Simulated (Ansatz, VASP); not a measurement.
Hf: VASP beside Ansatz

```
Hf
1.0
     5.14770    0.00000    0.00000
    -2.57385    4.45804    0.00000
     0.00000    0.00000    2.71214
Hf
2
Direct
  0.33333 0.66667 0.00000
  0.66667 0.33333 0.00000
```

Alike in both runs: functional r2SCAN; k mesh 12 × 12 × 20; occupations gaussian, width 0.1 eV; no spin polarisation.

Ansatz relaxed the structure, and its values are those at the end. VASP's run is a single point on that final structure, the one shown.

|  | VASP | Ansatz |
| --- | --- | --- |
| version | VASP 6.6.1 | Ansatz 0.2.0 |
| potentials or method | VASP PAW PBE potentials, release 64 (Hf_pv) | scalar-relativistic, plane waves, PAW |
| plane-wave cutoff (eV) | 520 | 500 |
| valence electrons in the cell | 20 | 52 |

Ansatz gave:

- gap on the k mesh at the Fermi level (eV): none
- pressure (GPa): 0.0

What did VASP give for the same quantities?

gap on the k mesh at the Fermi level (eV): none; pressure (GPa): -0.3.

A gap of «none» marks a metal or a gap that the smearing closes. The two sets of potentials don't hold the same shells in valence.

Caveats: the PAW data sets were made with another functional, which shifts forces and pressure a little (VASP). The runs have no spin-orbit coupling, so splittings on Hf are missing.
